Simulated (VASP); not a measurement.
Write the native input for VASP 6.6.1 that does the following.

```yaml
Task: relaxation of cell and atoms
Functional: BLYP
Dispersion: D3(BJ)
Potentials_or_basis: VASP PAW PBE potentials, release 64 (C)
Cutoff: 600 eV
k_mesh: 12 × 12 × 3
Occupations: fermi-dirac, width 0.05 eV
Spin: no spin polarisation
Further_INCAR_settings: ALGO = Normal; EDIFF = 1e-06; IBRION = 2; EDIFFG = -0.01; NSW = 40; ISIF = 3
```

The structure of C lies in POSCAR:

```
C
1.0
    2.5221000000      0.0000000000      0.0000000000
   -1.2610500000      2.1842026709      0.0000000000
    0.0000000000      0.0000000000     12.3557000000
C
12
Direct
    0.6666666667      0.3333333333      0.3541700000
    0.3333333333      0.6666666667      0.8541700000
    0.6666666667      0.3333333333      0.1458300000
    0.3333333333      0.6666666667      0.6458300000
    0.6666666667      0.3333333333      0.4791700000
    0.3333333333      0.6666666667      0.9791700000
    0.6666666667      0.3333333333      0.0208300000
    0.3333333333      0.6666666667      0.5208300000
    0.0000000000      0.0000000000      0.8125000000
    0.0000000000      0.0000000000      0.3125000000
    0.0000000000      0.0000000000      0.6875000000
    0.0000000000      0.0000000000      0.1875000000
```

This is a hexagonal form of diamond, not graphite.

The input as run:

INCAR

```
PREC     = Accurate       # precision mode
ENCUT    = 600            # plane-wave cutoff, eV
EDIFF    = 1E-6           # SCF threshold, eV
ISMEAR   = -1             # smearing method
SIGMA    = 0.05           # smearing width, eV
LREAL    = False          # projectors in reciprocal space
LASPH    = True           # aspherical terms in the spheres
NELM     = 60             # most SCF steps
ALGO     = Normal         # electronic algorithm
ISIF     = 3              # what is computed and relaxed
LWAVE    = False          # write WAVECAR
LCHARG   = False          # write CHGCAR
GGA      = B5             # functional
ALDAX    = 1.0          
AGGAX    = 1.0          
AGGAC    = 1.0          
ALDAC    = 0.0          
IVDW     = 12             # dispersion correction
VDW_S6   = 1.0          
VDW_S8   = 2.6996       
VDW_A1   = 0.4298       
VDW_A2   = 4.2359       
IBRION   = 2              # ionic algorithm
NSW      = 40             # ionic steps
EDIFFG   = -0.01          # ionic threshold
```

KPOINTS

```
Automatic mesh
0
Gamma
  12 12 3
```

Potentials or basis: VASP PAW PBE potentials, release 64 (C).

Command:

```bash
$ cat potpaw_PBE.64/C/POTCAR > POTCAR
$ mpirun -np 1 vasp_std > vasp.out
```

It gave:

```json
{
  "Relaxed volume": "5.69 Å³/atom",
  "Relaxed cell": "a = 2.519 Å, b = 2.519 Å, c = 12.419 Å, α = 90.00°, β = 90.00°, γ = 120.00°",
  "Space group after relaxing (to 0.05 Å)": "P6_3/mmc (No. 194)",
  "Energy gained by relaxing": "1.6 meV/atom",
  "Ionic steps": "6",
  "Pressure after relaxing": "0.1 GPa",
  "Largest force after relaxing": "0.007 eV/Å",
  "Band gap on the k mesh": "4.74 eV, indirect (least direct gap 5.55 eV)",
  "Dispersion energy per atom": "-0.368 eV"
}
```

Caveat: the PAW data sets were made with another functional, which shifts forces and pressure a little; an odd mesh through Γ misses points on the zone boundary, where band edges often lie.

Wall time 6.2 min on 1 thread of Intel(R) Xeon(R) Platinum 8259CL CPU @ 2.50GHz (Skylake/Cascade Lake), with other jobs on the host, peak memory 0.25 GiB.
